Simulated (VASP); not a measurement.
Pb, 1 atom in the cell. It takes space group Im-3m (No. 229, cubic). Conventional cell: a = 3.959 Å, b = 3.959 Å, c = 3.959 Å, α = 90.00°, β = 90.00°, γ = 90.00°. Pb (site symmetry m-3m) has 8 Pb at 3.43 Å as nearest neighbours. This isn't the form of Pb at room conditions, which is fcc.

| Quantity | Value |
| --- | --- |
| Program | VASP 6.6.1 |
| Task | single point |
| Functional | RPBE |
| Potentials or basis | VASP PAW PBE potentials, release 54 (Pb_d) |
| Cutoff | 520 eV |
| k mesh | 9 × 9 × 9 |
| Occupations | gaussian, width 0.02 eV |
| Spin | no spin polarisation |
| Further INCAR settings | ALGO = Fast; EDIFF = 1.00e-06 |

Potentials or basis: VASP PAW PBE potentials, release 54 (Pb_d).

The run is started by

```bash
$ python run.py
```

Hardware: 1 thread of Intel(R) Xeon(R) Platinum 8488C (Sapphire Rapids), on a shared host.

Problem. Estimate the wall time of this run.

Solution. It took 21 s on 1 thread of Intel(R) Xeon(R) Platinum 8488C (Sapphire Rapids) (shared host), peak memory 0.15 GiB. Counts: scf iterations 13, k points 35.
